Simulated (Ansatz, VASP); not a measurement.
CoO: VASP beside Ansatz

```
Co O
1.0
     3.06045    0.00000    0.00000
     0.00000    4.17319    0.00000
    -2.85840    0.00000    3.05791
Co O
2 2
Direct
  0.00000 0.25195 0.25000
  0.00000 0.74805 0.75000
  0.00000 0.24939 0.75000
  0.00000 0.75061 0.25000
```

Change from the starting cell: volume scaled by 0.98.

Alike in both runs: task single point; functional PBE; k mesh 12 × 6 × 9; occupations fermi-dirac, width 0.05 eV; collinear spin, ferromagnetic start.

|  | VASP | Ansatz |
| --- | --- | --- |
| version | VASP 6.6.1 | Ansatz 0.2.0 |
| potentials or method | VASP PAW PBE potentials, release 64 (Co, O) | Ansatz PAW |
| plane-wave cutoff (eV) | 520 | 420 |
| valence electrons in the cell | 30 | 46 |

```csv
,VASP,Ansatz,Ansatz less VASP
gap on the k mesh at the Fermi level (eV),none,none,-
pressure (GPa),-2.7,-2.2,+0.50
largest component of the traceless stress (GPa),0.92,1.01,+0.096
rms of the force components (eV/Å),0.015,0.016,+0.0008
net moment per atom (μB),1.44,1.45,+0.009
size of the moment on the site where the two differ most (μB),2.53,2.45,-0.088
```

Site moments also hang on the region over which each program counts them. Atom by atom the forces differ by 0.001 eV/Å (rms over components). A gap of «none» marks a metal or a gap that the smearing closes. The two sets of potentials don't hold the same shells in valence.

Caveats: semilocal functionals often make such compounds metallic where correlation or magnetic order opens a gap, which also shifts bond lengths; the pressure holds a Pulay correction of +0.7 GPa for the finite cutoff (Ansatz).
